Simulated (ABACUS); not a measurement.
# V (Im-3m) in ABACUS: reference runs, part 2 of 2

ABACUS 3.10.1.

### Step 3. Single point, PBEsol, collinear spin, ferromagnetic start (cell strained at random at fixed volume)

Input file INPUT:

```
INPUT_PARAMETERS
suffix              V
calculation         scf
basis_type          pw
pseudo_dir          ./
symmetry            1
dft_functional      pbesol
ecutwfc             84
pseudo_rcut         7
nspin               2
nbands              12
ks_solver           dav
smearing_method     fd
smearing_sigma      0.00367493
scf_thr             1e-08
scf_nmax            100
mixing_type         broyden
mixing_beta         0.4
cal_force           1
cal_stress          1
kpar                4
```

Input file STRU:

```
ATOMIC_SPECIES
V 50.9415 V.upf

LATTICE_CONSTANT
1.8897261246

LATTICE_VECTORS
-1.5169890000 1.5201330000 1.5775550000
1.4987350000 -1.4780690000 1.5172360000
1.5065820000 1.4676620000 -1.5354910000

ATOMIC_POSITIONS
Direct

V
0.0
1
0.0102680000 0.0045550000 -0.0011910000 1 1 1 mag 2
```

Input file KPT:

```
K_POINTS
0
Gamma
12 12 12 0 0 0
```

Potentials or basis: PseudoDojo NC SR 0.4.1 PBEsol standard, plane waves.

Started as:

```sh
> OMP_NUM_THREADS=1 mpirun -np 4 abacus > log
```

running log:

```text
ABACUS v3.10.1

               Atomic-orbital Based Ab-initio Computation at UStc

 ------------------------------------------------------------------------------------

 READING GENERAL INFORMATION
                           global_out_dir = OUT.V/
                           global_in_card = INPUT
                               pseudo_dir = ./
                              orbital_dir =
                                    DSIZE = 4
                                    GSIZE = 1

 READING UNITCELL INFORMATION
                                    ntype = 1
                  lattice constant (Bohr) = 1.88973
              lattice constant (Angstrom) = 1

 READING ATOM TYPE 1
                               atom label = V
                      L=0, number of zeta = 1
                      L=1, number of zeta = 1
                      L=2, number of zeta = 1
             number of atom for this type = 1
               magnetization of element 1 = 2

                        TOTAL ATOM NUMBER = 1
DIRECT COORDINATES
    atom                   x                   y                   z     mag                  vx                  vy                  vz
taud_V1            0.0102680000        0.0045550000        0.9988090000  2.0000        0.0000000000        0.0000000000        0.0000000000

                          Volume (Bohr^3) = 93.7422
                             Volume (A^3) = 13.8912

 Lattice vectors: (Cartesian coordinate: in unit of a_0)
             -1.51699            +1.52013            +1.57756
             +1.49873            -1.47807            +1.51724
             +1.50658            +1.46766            -1.53549
 Reciprocal vectors: (Cartesian coordinate: in unit of 2 pi/a_0)
          +0.00307908            +0.33022           +0.318653
            +0.334707         -0.00341174           +0.325144
            +0.333891           +0.335895         -0.00259605
 The esolver type has been set to : ksdft_pw

                PAO radial cut off (Bohr) = 7

 Read in pseudopotential file is V.upf
                     pseudopotential type = NC
          exchange-correlation functional = PBESOL
[... 217 lines left out ...]
----------------------------------------------------------
     Energy           Rydberg                 eV
----------------------------------------------------------
 E_KohnSham     -147.4129753475      -2005.6564238592
 E_Harris       -149.8596765367      -2038.9455013354
 E_Fermi        1.2487704076         16.9903930375
----------------------------------------------------------
[... 151 lines left out ...]
 Density error is 5.84738897315e-09
                          Error Threshold = 1.8532592138e-10
----------------------------------------------------------
     Energy           Rydberg                 eV
----------------------------------------------------------
 E_KohnSham     -147.4429515096      -2006.0642704688
 E_KS(sigma->0) -147.4422870394      -2006.0552298880
 E_Harris       -147.4429169116      -2006.0637997379
 E_band         -11.1172402276       -151.2578131297
 E_one_elec     -46.5477091345       -633.3140730763
 E_Hartree      29.1973027139        397.2496831402
 E_xc           -22.6449191774       -308.0999315616
 E_Ewald        -107.4462969713      -1461.8818678096
 E_entropy(-TS) -0.0013289404        -0.0180811616
 E_descf        0.0000000000         0.0000000000
 E_exx          0.0000000000         0.0000000000
 E_Fermi        1.1718509320         15.9438498823
----------------------------------------------------------

 charge density convergence is achieved
 final etot is -2006.0642705 eV
 EFERMI = 15.943849882 eV

 STATE ENERGY(eV) AND OCCUPATIONS    NSPIN == 2
SPIN UP :
 1/217 kpoint (Cartesian) = 0.0000 0.0000 0.0000 (1223 pws)
       1       -47.5783    0.000578704
       2       -21.0622    0.000578704
       3       -21.0215    0.000578704
       4       -20.9921    0.000578704
       5        9.38690    0.000578704
       6        16.1869    4.44646e-06
       7        16.2712    8.28358e-07
       8        16.5981    1.20098e-09
       9        18.1518    3.84440e-23
      10        18.4224    1.71321e-25
      11        35.6824        0.00000
      12        36.3683        0.00000
[... 57 lines left out ...]
 6/217 kpoint (Cartesian) = 0.0012830 0.13759 0.13277 (1215 pws)
       1       -47.4268     0.00115741
       2       -21.7951     0.00115741
       3       -21.2369     0.00115741
       4       -21.0017     0.00115741
       5        12.7788     0.00115741
       6        14.9706     0.00115741
       7        16.6236    1.44202e-09
       8        18.2484    1.11321e-23
       9        18.6986    1.36845e-27
      10        19.5569    4.79382e-35
      11        26.3716        0.00000
      12        32.2645        0.00000

[... levels at 428 further k points ...]

------------------------------------------------------------------------------------------
 TOTAL-FORCE (eV/Angstrom)
------------------------------------------------------------------------------------------
                        V1         0.0000000000         0.0000000000         0.0000000000
------------------------------------------------------------------------------------------

----------------------------------------------------------------
 TOTAL-STRESS (KBAR)
----------------------------------------------------------------
      -111.6146621594         0.2865496586         3.1711133221
         0.2865496586      -107.1021190246        -3.8759711590
         3.1711133221        -3.8759711590      -139.2027109043
----------------------------------------------------------------
 TOTAL-PRESSURE: -119.306497 KBAR

 --------------------------------------------
 !FINAL_ETOT_IS -2006.0642704688007143 eV
 --------------------------------------------
```

stdout:

```text
,Total thread number: 4,Local thread limit: 96
                              ABACUS v3.10.1

               Atomic-orbital Based Ab-initio Computation at UStc

[... 37 lines left out ...]
----------------------------------------------------------------
 TOTAL-STRESS (KBAR)
----------------------------------------------------------------
      -111.6146621594         0.2865496586         3.1711133221
         0.2865496586      -107.1021190246        -3.8759711590
         3.1711133221        -3.8759711590      -139.2027109043
----------------------------------------------------------------
 TOTAL-PRESSURE: -119.306497 KBAR
```

Run time: 6.8 min. Hardware: 4 MPI ranks of Intel Xeon Platinum 8175M at 2.50GHz (Skylake/Cascade Lake), shared host; peak memory 0.72 GiB.

What came out:

* Free energy: -2006.0643 eV
* Pressure: -11.9 GPa
* Band gap on the k mesh: none (metal or under the smearing width)
* Net moment: 0.00 μB per cell
* Absolute moment: 0.00 μB per cell

Stress tensor (GPa, compression positive):
```
-11.16   0.03   0.32
  0.03 -10.71  -0.39
  0.32  -0.39 -13.92
```

Levels at points of the mesh, in eV from the Fermi level:
Spin up:
```
           k point  band 5  band 6  band 7  band 8  band 9
(0.00, 0.00, 0.00)   -6.56    0.24    0.33    0.65    2.21
(0.50, 0.00, 0.00)   -3.11   -1.05    1.23    2.31    2.80
(0.00, 0.50, 0.00)   -3.09   -0.93    1.51    2.15    2.62
(0.50, 0.50, 0.00)   -3.11   -1.28    1.63    2.54    2.79
(0.00, 0.00, 0.50)   -3.11   -1.27    1.75    2.50    2.75
(0.50, 0.00, 0.50)   -3.09   -0.97    1.31    2.22    2.71
(0.00, 0.50, 0.50)   -3.09   -0.96    1.69    2.13    2.61
(0.50, 0.50, 0.50)   -2.93   -2.84    3.44    3.66    3.76
```
Spin down:
```tsv
k point	band 5	band 6	band 7	band 8	band 9
(0.00, 0.00, 0.00)	-6.55	0.25	0.33	0.66	2.21
(0.50, 0.00, 0.00)	-3.10	-1.05	1.23	2.31	2.81
(0.00, 0.50, 0.00)	-3.09	-0.93	1.51	2.16	2.63
(0.50, 0.50, 0.00)	-3.11	-1.28	1.64	2.54	2.79
(0.00, 0.00, 0.50)	-3.11	-1.26	1.75	2.51	2.75
(0.50, 0.00, 0.50)	-3.09	-0.97	1.32	2.23	2.71
(0.00, 0.50, 0.50)	-3.09	-0.96	1.70	2.13	2.61
(0.50, 0.50, 0.50)	-2.93	-2.84	3.45	3.66	3.77
```
